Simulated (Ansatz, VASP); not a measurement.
# One calculation of HfO2, two programs

```
CELL_PARAMETERS angstrom
-0.06714 2.48895 2.48895
2.48895 -0.06714 2.48895
2.48895 2.48895 -0.06714
ATOMIC_POSITIONS crystal
Hf 0.00000 0.00000 0.00000
O 0.25000 0.25000 0.25000
O 0.75000 0.75000 0.75000
```

Alike in both runs: task single point; functional PBEsol; k mesh 8 × 8 × 8; occupations gaussian, width 0.05 eV; no spin polarisation.

|  | VASP | Ansatz |
| --- | --- | --- |
| version | VASP 6.6.1 | Ansatz 0.2.0 |
| potentials or method | VASP PAW PBE potentials, release 64 (Hf_pv, O) | scalar-relativistic, plane waves, PAW |
| plane-wave cutoff (eV) | 520 | 520 |
| valence electrons in the cell | 22 | 38 |

Ansatz gave:

```
gap on the k mesh at the Fermi level (eV)       : 3.71
least direct gap on the mesh (eV)               : 3.71
pressure (GPa)                                  : 0.6
largest component of the traceless stress (GPa) : 3.09
rms of the force components (eV/Å)              : 0.202
```

What did VASP give for the same quantities?

gap on the k mesh at the Fermi level (eV): 3.73; least direct gap on the mesh (eV): 3.73; pressure (GPa): -3.2; largest component of the traceless stress (GPa): 2.97; rms of the force components (eV/Å): 0.189.

Atom by atom the forces differ by 0.013 eV/Å (rms over components). The two sets of potentials don't hold the same shells in valence. Ansatz warned: «pseudo_functional_mismatch».

Caveats: the PAW data sets were made with another functional, which shifts forces and pressure a little (VASP); spin-orbit coupling is left out, which moves the levels of the heavy elements. A k mesh can miss the band edges.
